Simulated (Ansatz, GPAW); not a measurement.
# PbO with GLLB-SC from a Python script

These are simulated results from GPAW 26.7.0, not measurements. The cell was built from a prototype and was relaxed with r2SCAN in plane waves (Ansatz 0.2.0). Not every such cell is a known phase. All runs are without spin polarisation.

It is hexagonal, P6_3mc (No. 186); a = 4.197 Å, c = 5.622 Å in the conventional setting, 21.44 Å³ an atom. Pb is surrounded by 4 O at 2.33–2.47 Å; O is surrounded by 4 Pb at 2.33–2.47 Å.

GLLB-SC is a model potential. Its fundamental gap is the Kohn-Sham gap plus a derivative discontinuity, which the script evaluates at the band edges among the listed k points. Its total energy isn't variational and serves nothing here.

run.py reads:

```python
import json
from ase import Atoms
from gpaw import GPAW, PW, FermiDirac

atoms = Atoms(['Pb', 'Pb', 'O', 'O'],
              cell=[[4.19686277, 0.0, 0.0], [-2.09843139, 3.63458978, 0.0], [0.0, 0.0, 5.62228917]],
              scaled_positions=[[0.333333333, 0.666666667, -0.019531553], [0.666666667, 0.333333333, 0.480468447], [0.333333333, 0.666666667, 0.394531553], [0.666666667, 0.333333333, 0.894531553]],
              pbc=True)
calc = GPAW(mode=PW(400), xc='GLLBSC', kpts={'size': (6, 6, 4), 'gamma': True},
            occupations=FermiDirac(0.02), maxiter=100, legacy_gpaw=True, txt='gpaw.txt')
atoms.calc = calc
res = {'energy': atoms.get_potential_energy(force_consistent=True)}
res['electrons'] = calc.get_number_of_electrons()
res['k'] = calc.get_ibz_k_points().tolist()
res['levels'] = [calc.get_eigenvalues(kpt=i).tolist() for i in range(len(res['k']))]
points = [[0.0, 0.0, 0.0], [0.5, 0.0, 0.0], [0.333333, 0.333333, 0.0], [0.0, 0.0, 0.5], [0.5, 0.0, 0.5], [0.333333, 0.333333, 0.5], [0.0, -0.5, 0.40625]]
bands = calc.fixed_density(kpts=points, symmetry='off', nbands=round(res['electrons']) // 2 + 6, convergence={'bands': -2}, txt='bands.txt')
res['points'] = [bands.get_eigenvalues(kpt=i).tolist() for i in range(len(points))]
homo, lumo = bands.get_homo_lumo()
potential = calc.hamiltonian.xc.response.calculate_discontinuity_potential(homo, lumo)
res['discontinuity'] = bands.hamiltonian.xc.response.calculate_discontinuity(potential)
json.dump(res, open('results.json', 'w'))
print('free energy (eV):', round(res['energy'], 5))
```

Command: `python run.py`. It took 71 s on 1 thread of Arm Neoverse V1 (shared host), peak memory 0.25 GiB.

The log gpaw.txt, trimmed of paths, versions and times, then the last line on the terminal. An iter line gives the energy in eV and the logarithms of the changes of orbitals (plane waves alone) and density (c: converged):

```
___ ___ ___ _ _ _
 |   |   |_  | | | |

 | | | | | . | | | |

 |__ |  _|___|_____|  26.7.0
 |___|_|

Input parameters:
  kpts: {gamma: True,
         size: (6, 6, 4)}
  maxiter: 100
  mode: {ecut: 400.0,
         name: pw}
  occupations: {fixmagmom: False,
                name: fermi-dirac,
                width: 0.02}
  xc: GLLBSC

System changes: positions, numbers, cell, pbc, initial_charges, initial_magmoms

Initialize ...

species:
  Pb:
    name:    Lead
    Z:       82.0
    valence: 14
    core:    68
    charge:  0.0  # [|e|]
    compensation charges:
      type: gauss
      rc: 0.38  # [Å]
      lmax: 2
    cutoffs:
      filter: 2.36  # [Å]
      core: 2.43  # [Å]
    projectors
    | kind |    occ | energy [eV] | rcut [Å] |

    |------|--------|-------------|----------|

    |   6s |  2.000 |     -13.011 |    1.259 |

    |   6p |  2.000 |      -4.841 |    1.275 |

    |   5d | 10.000 |     -22.546 |    1.217 |

    |    s |        |      14.200 |    1.259 |

    |    p |        |      22.370 |    1.275 |

    |    d |        |       4.665 |    1.217 |

    Using partial waves for Pb as LCAO basis

  O:
    name:    Oxygen
    Z:       8.0
    valence: 6
    core:    2
    charge:  0.0  # [|e|]
    compensation charges:
      type: gauss
      rc: 0.21  # [Å]
      lmax: 2
    cutoffs:
      filter: 1.17  # [Å]
      core: 0.83  # [Å]
    projectors
    | kind |    occ | energy [eV] | rcut [Å] |

    |------|--------|-------------|----------|

    |   2s |  2.000 |     -28.986 |    0.688 |

    |   2p |  4.000 |     -13.358 |    0.598 |

    |    s |        |      -1.774 |    0.688 |

    |    p |        |      13.853 |    0.598 |

    |    d |        |       0.000 |    0.619 |

    Using partial waves for O as LCAO basis

Reference energy: -1138321.445545  # eV

Spin-paired calculation

Convergence criteria:
 Maximum [total energy] change in last 3 cyles: 0.0005 eV / valence electron
 Maximum integral of absolute [dens]ity change: 0.0001 electrons / valence electron
 Maximum integral of absolute [eigenst]ate change: 4e-08 eV^2 / valence electron
 Maximum number of scf [iter]ations: 100
 (Square brackets indicate name in SCF output, whereas a 'c' in
 the SCF output indicates the quantity has converged.)

Symmetries present (total): 1

  ( 1  0  0)
  ( 0  1  0)
  ( 0  0  1)

144 k-points: 6 x 6 x 4 Monkhorst-Pack grid + [1/12,1/12,1/8]
76 k-points in the irreducible part of the Brillouin zone
       k-points in crystal coordinates                weights
   0:     0.00000000    0.00000000    0.00000000          1/144
   1:     0.00000000    0.00000000    0.25000000          2/144
   2:     0.00000000    0.00000000    0.50000000          1/144
   3:     0.00000000    0.16666667   -0.25000000          2/144
   4:     0.00000000    0.16666667    0.00000000          2/144
   5:     0.00000000    0.16666667    0.25000000          2/144
   6:     0.00000000    0.16666667    0.50000000          2/144
   7:     0.00000000    0.33333333   -0.25000000          2/144
   8:     0.00000000    0.33333333    0.00000000          2/144
   9:     0.00000000    0.33333333    0.25000000          2/144
          ...
  75:     0.50000000    0.50000000    0.50000000          1/144

Wave functions: Plane wave expansion
  Cutoff energy: 400.000 eV
  Number of coefficients (min, max): 1530, 1578
  Pulay-stress correction: 0.000000 eV/Ang^3 (de/decut=0.000000)
  Using FFTW library
  ScaLapack parameters: grid=1x1, blocksize=None
  Wavefunction extrapolation:
    Improved wavefunction reuse through dual PAW basis

Occupation numbers: Fermi-Dirac:
  width: 0.0200  # eV

Eigensolver
   Davidson(niter=2)

Densities:
  Coarse grid: 20*20*27 grid
  Fine grid: 40*40*54 grid
  Total Charge: 0.000000

Density mixing:
  Method: separate
  Backend: msr1
  Linear mixing parameter: 0.05
  old densities: 10
  Width of damping distribution: 1.1
  Damping of long wavelength oscillations: 20

Hamiltonian:
  XC and Coulomb potentials evaluated on a 40*40*54 grid
  Using the GLLBSC Exchange-Correlation functional
  External potential:
    NoExternalPotential

XC parameters: GLLBSC functional being used consists of
  -----------------------------------------------------------------------
  | Weight | Module     | Description                                   |

  -----------------------------------------------------------------------
  |  1.000 | SCREENING  | GGA_X_PBE_SOL with 2 nearest neighbor stencil |

  |  1.000 | RESPONSE   | eps=0.0500 eV                                 |

  |  1.000 | XC         | GGA_C_PBE_SOL with 2 nearest neighbor stencil |

  -----------------------------------------------------------------------

Memory estimate:
  Process memory now: 114.71 MiB
  Calculator: 77.91 MiB
    Density: 5.86 MiB
      Arrays: 2.14 MiB
      Localized functions: 2.07 MiB
      Mixer: 1.65 MiB
    Hamiltonian: 1.45 MiB
      Arrays: 1.40 MiB
      XC: 0.00 MiB
      Poisson: 0.00 MiB
      vbar: 0.05 MiB
    Wavefunctions: 70.59 MiB
      Arrays psit_nG: 47.58 MiB
      Eigensolver: 0.85 MiB
      Projections: 1.87 MiB
      Projectors: 18.05 MiB
      PW-descriptor: 2.24 MiB

Total number of cores used: 1

Number of atoms: 4
Number of atomic orbitals: 26
Number of bands in calculation: 26
Number of valence electrons: 40
Bands to converge: occupied

... initialized

Initializing position-dependent things.

Density initialized from atomic densities
Creating initial wave functions:
  26 bands from LCAO basis set
Positions:
   0 Pb    -0.000000    2.423060   -0.109812    ( 0.0000,  0.0000,  0.0000)
   1 Pb     2.098431    1.211530    2.701333    ( 0.0000,  0.0000,  0.0000)
   2 O     -0.000000    2.423060    2.218170    ( 0.0000,  0.0000,  0.0000)
   3 O      2.098431    1.211530    5.029315    ( 0.0000,  0.0000,  0.0000)

Unit cell:
           periodic     x           y           z      points  spacing
  1. axis:    yes    4.196863    0.000000    0.000000    20     0.1817
  2. axis:    yes   -2.098431    3.634590    0.000000    20     0.1817
  3. axis:    yes    0.000000    0.000000    5.622289    27     0.2082

  Lengths:   4.196863   4.196863   5.622289
  Angles:   90.000000  90.000000 120.000000

Effective grid spacing dv^(1/3) = 0.1995

iter:   1   -29.546580
iter:   2   -24.530264   -0.84  -0.93
iter:   3   -20.136616   -0.30  -1.01
iter:   4   -18.620329   -0.83  -1.30
iter:   5   -20.507958   -1.37  -1.60
iter:   6   -18.297999   -1.65  -1.52
iter:   7   -18.265643   -2.78  -2.64
iter:   8   -18.275761   -3.61  -2.55
iter:   9   -18.263207c  -4.55  -3.18
iter:  10   -18.271374c  -4.92  -3.28
iter:  11   -18.272381c  -6.06  -3.35
iter:  12   -18.273224c  -5.80  -3.58
iter:  13   -18.271362c  -6.22  -3.97
iter:  14   -18.271495c  -7.39  -4.50c
iter:  15   -18.271424c  -7.64c -4.66c

Converged after 15 iterations.

Energy contributions relative to reference atoms: (reference = -1138321.445545)

Kinetic:        +52.442380
Potential:      -44.599221
External:        +0.000000
XC:             -25.773503
Entropy (-ST):   -0.000000
Local:           -0.341079
SIC:             +0.000000
--------------------------
Free energy:    -18.271424
Extrapolated:   -18.271424

GLLBSC response reference energy: 3.91578 eV (from HOMO)

Showing only first 2 kpts
 Kpt  Band  Eigenvalues  Occupancy
  0    18      1.61260    2.00000
  0    19      1.63535    2.00000
  0    20      8.05173    0.00000
  0    21      9.21331    0.00000

  1    18      1.57681    2.00000
  1    19      1.98914    2.00000
  1    20      7.83477    0.00000
  1    21      9.19090    0.00000

Fermi level: 4.63321

Gap: 2.288 eV
Transition (v -> c):
  (s=0, k=57, n=19, [0.33, 0.33, 0.50]) -> (s=0, k=64, n=20, [0.50, 0.00, 0.50])
Direct/indirect transitions are different
Direct gap: 2.576 eV
Transition at: (s=0, k=57, n=19, [0.33, 0.33, 0.50])

free energy (eV): -18.27142
```

The gap in the log is over the mesh alone; results.json adds the listed points. GLLB-SC gives a gap of 3.13 eV (2.211 eV Kohn-Sham over the listed points plus 0.915 eV discontinuity). On the same cell, plane-wave PBE (Ansatz, 12×12×4 k points and the special points) gives a gap of 1.79 eV and r2SCAN a gap of 1.95 eV; on shared hosts these took about 15 and 40 core-seconds on the 4-atom cell, against 71 for the script. Spin-orbit coupling, left out in all these runs, can cut or reorder the gap by tenths of an eV, up to about 1 eV with Pb or Bi.

Spin-orbit coupling is left out; in compounds of Pb, Bi, Tl or Hg it can lower a gap by up to about 1 eV, split its edges or invert the bands.
